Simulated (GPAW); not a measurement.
MgB2 in GPAW: convergence with smearing width (eV)

The system is MgB2.

```
Mg B
1.0
     3.08500    0.00000    0.00000
    -1.54250    2.67169    0.00000
     0.00000    0.00000    3.52300
Mg B
1 2
Direct
  0.00000 0.00000 0.00000
  0.66667 0.33333 0.50000
  0.33333 0.66667 0.50000
```

- Program: GPAW 26.7.0
- Task: convergence study
- Functional: PBEsol
- Potentials or basis: PAW data sets generated in the run's folder for this functional
- Cutoff: 800 eV
- Basis: pw
- k mesh: 8 × 8 × 6
- Occupations: methfessel-paxton, width 0.5 eV
- Spin: no spin polarisation

These are the settings of the first run; the series varies smearing width (eV), with any setting tied to it.

Hardware: 1 thread of Arm Neoverse V1 (shared host).

Problem. The values tried are 0.5, 0.3, 0.2, 0.15, 0.1, 0.05, 0.025, 0.01, loosest first. From which on does the energy stay within 1 meV/atom of the tightest run that finished?

Solution. From 0.3 on.

| smearing width (eV) | energy less the tightest run, at zero smearing (meV/atom) | pressure (GPa) | SCF cycles | CPU time (s) | peak memory (GiB) |
| --- | --- | --- | --- | --- | --- |
| 0.5 | -2.83 | -3.06 | 9 | 22 | 0.16 |
| 0.3 | -0.95 | -3.04 | 9 | 21 | 0.16 |
| 0.2 | -0.51 | -3.05 | 10 | 23 | 0.16 |
| 0.15 | -0.50 | -3.06 | 10 | 22 | 0.16 |
| 0.1 | -0.45 | -3.07 | 9 | 21 | 0.16 |
| 0.05 | -0.18 | -3.07 | 10 | 23 | 0.16 |
| 0.025 | -0.06 | -3.08 | 11 | 25 | 0.16 |
| 0.01 | 0.00 | -3.08 | 14 | 29 | 0.16 |

Against the tightest run, the pressure stays within 0.1 GPa from 0.5 on. Narrower smearing needs a denser k mesh, so at a fixed mesh the narrowest width isn't the most accurate. The tightest run that finished is the yardstick and may itself not be fully converged.

Caveat, for the tightest run too: this smearing can pin the Fermi level at a band edge.
